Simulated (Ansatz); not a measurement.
# Does disorder add resistance in series? Nb(100) layers with 25 % Li

Two lengths of the disordered region are known. What area resistance does the third give?

How it was computed: Ansatz 0.2.0, plane waves with PAW datasets at their recommended cutoffs (420 eV for most), Fermi-Dirac smearing; ballistic transmission by layer matching. The area resistance is RA = A (h/2e²)(1/T − 1/N), with T the zone-mean transmission per spin and N the lead's channels, both averaged over a few energies near the Fermi level; for magnets each spin is taken apart, with h/e², and the two conduct in parallel. Lateral cell 2x2, PBE, a fresh random draw for each length.

The runs, with one result withheld:

| length (Å) | channels N | RA (fΩ m²) |
| --- | --- | --- |
| 6.61 | 10.90 | 0.815 |
| 13.2 | 10.78 | 1.30 |
| 19.8 | 10.73 | ? |

Worked fit:

Ohm's law makes RA linear in the length: the slope is (1.30 − 0.815)/(13.2 − 6.61) = 0.0731 fΩ m² per Å, or 73 µΩ cm. Then 1.30 + 0.0731 × 6.61. Predicted: 1.78 fΩ m².

**The withheld run.**

1.67 fΩ m², so the prediction is 6.7 % too high. The three lengths together give 65 µΩ cm. The two increments are 0.48 and 0.37 fΩ m², roughly as Ohm's law has it, though with one draw for each length that is a weak test.

**Limits.** The scatterers repeat sideways with the small cell. The slope is a raw one; a model of isotropic scattering puts it 1.00 times the bulk value over these lengths. Atoms sit unrelaxed on the host's lattice, and the pair may not mix at random in practice.
